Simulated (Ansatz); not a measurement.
# SnSe: a tetragonal deformation path

The task here is to estimate one member of a computed series from the others.

Program: Ansatz 0.2.0. Level of theory: DFT PBE+D3(BJ), scalar-relativistic, plane waves, PAW. These are calculated values, not measurements.

## The structure to begin with

It takes space group Fm-3m (No. 225, cubic). The conventional cell has a = 6.020 Å, b = 6.020 Å, c = 6.020 Å, α = 90.00°, β = 90.00°, γ = 90.00°. Around Sn (site symmetry m-3m) lie 6 Se at 3.01 Å. Se (site symmetry m-3m) has 6 Sn at 3.01 Å as nearest neighbours.

Structure file:

```cif
data_structure
_symmetry_space_group_name_H-M 'P 1'
_symmetry_Int_Tables_number 1
_cell_length_a 4.2568
_cell_length_b 4.2568
_cell_length_c 4.2568
_cell_angle_alpha 60.000
_cell_angle_beta 60.000
_cell_angle_gamma 60.000
_cell_volume 54.54
loop_
_atom_site_label
_atom_site_type_symbol
_atom_site_fract_x
_atom_site_fract_y
_atom_site_fract_z
_atom_site_occupancy
Sn1 Sn 0.00000 0.00000 0.00000 1
Se1 Se 0.50000 0.50000 0.50000 1
```

The cell is taken as given, not relaxed at this level.

Set-up of the first run:

File input.yaml:

```yaml
crystal:
  lattice:
    - [0.0, 3.01, 3.01]
    - [3.01, 0.0, 3.01]
    - [3.01, 3.01, 0.0]
  atoms:
    - { symbol: Sn, position: [0.0, 0.0, 0.0] }
    - { symbol: Se, position: [0.5, 0.5, 0.5] }
basis:
  ecutwfc: 420
kpoints:
  mp_grid: { grid: [12, 12, 12] }
hamiltonian:
  xc: pbe
  dispersion: d3bj
scf:
  occupations: { method: gaussian, width: 0.05 }
output:
  forces: true
  stress: true
  eigenvalues: true
```

Steps of the session up to this table: The undisturbed cell; Point ρ = 0.707; At ρ = 1.414; Point ρ = 0.850; Point ρ = 1.200; Point ρ = 0.780; At ρ = 1.300; Point ρ = 0.920; At ρ = 1.100; ρ = 0.650; Point ρ = 1.500; ρ = 0.960; ρ = 1.050.

One table of the session follows, with a row left open; its other results are not shown here.

| ρ | ΔE (meV/atom) | pressure (GPa) | gap on the mesh (eV) |
| --- | --- | --- | --- |
| 0.650 | 1587.0 | 24.6 | 0.00 |
| 0.707 | 965.0 | 16.8 | 0.00 |
| 0.780 | 495.5 | 6.7 | 0.00 |
| 0.850 | 213.4 | 2.4 | 0.00 |
| 0.920 | 53.4 | 0.0 | 0.12 |
| 0.960 | ? | ? | ? |
| 1.000 | 0.0 | -1.1 | 0.39 |
| 1.050 | 15.6 | -0.7 | 0.22 |
| 1.100 | 56.2 | 0.1 | 0.00 |
| 1.200 | 181.5 | 2.8 | 0.00 |
| 1.300 | 342.4 | 6.3 | 0.00 |
| 1.414 | 552.4 | 10.4 | 0.00 |
| 1.500 | 717.0 | 13.0 | 0.00 |

Estimate the missing values for ρ = 0.960.

Worked estimate for «ΔE (meV/atom)». A straight line through the neighbours (0.920, 53.4) and (1.000, 0.0) gives 53.4 + (0.0 − 53.4) × (0.960 − 0.920) / (1.000 − 0.920) = 26.7; a parabola fitted to 4 rows on both sides gives 11.0.

**Answer.** ΔE (meV/atom): 12.2; pressure (GPa): -0.8; gap on the mesh (eV): 0.31. In «ΔE (meV/atom)» the line misses by +14.5 and the parabola by -1.2.

Where the gap reads zero, the mesh chosen for the insulator is on the coarse side.

Caveats from the session: Warnings in the runs' records: dispersion switch in reach.
